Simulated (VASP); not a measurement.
Zr, 2 atoms in the cell. The typed cell holds 2 atoms: a = 3.232 Å, b = 3.232 Å, c = 5.147 Å, α = 90.00°, β = 90.00°, γ = 120.00°.  The cell isn't the ideal one: atom 2 moved 0.06 Å.

* Program: VASP 6.6.1
* Task: band structure
* Functional: r2SCAN
* Potentials or basis: VASP PAW PBE potentials, release 64 (Zr_sv)
* Cutoff: 520 eV
* k mesh: 9 × 9 × 5
* Occupations: fermi-dirac, width 0.05 eV
* Spin: no spin polarisation
* Further INCAR settings: ALGO = Normal; EDIFF = 1e-07; NBANDS = 19

Potentials or basis: VASP PAW PBE potentials, release 64 (Zr_sv).

Run with:

```sh
$ cat potpaw_PBE.64/Zr_sv/POTCAR > POTCAR
$ mpirun -np 1 vasp_std > vasp.out
```

Hardware: 1 thread of AMD EPYC 7R13 Processor (Zen 3) (shared host).

Q: Estimate the wall time of this run.

A: It took 14 min on 1 thread of AMD EPYC 7R13 Processor (Zen 3), on a shared host, peak memory 0.33 GiB. Counts: scf iterations 32, k points 203.
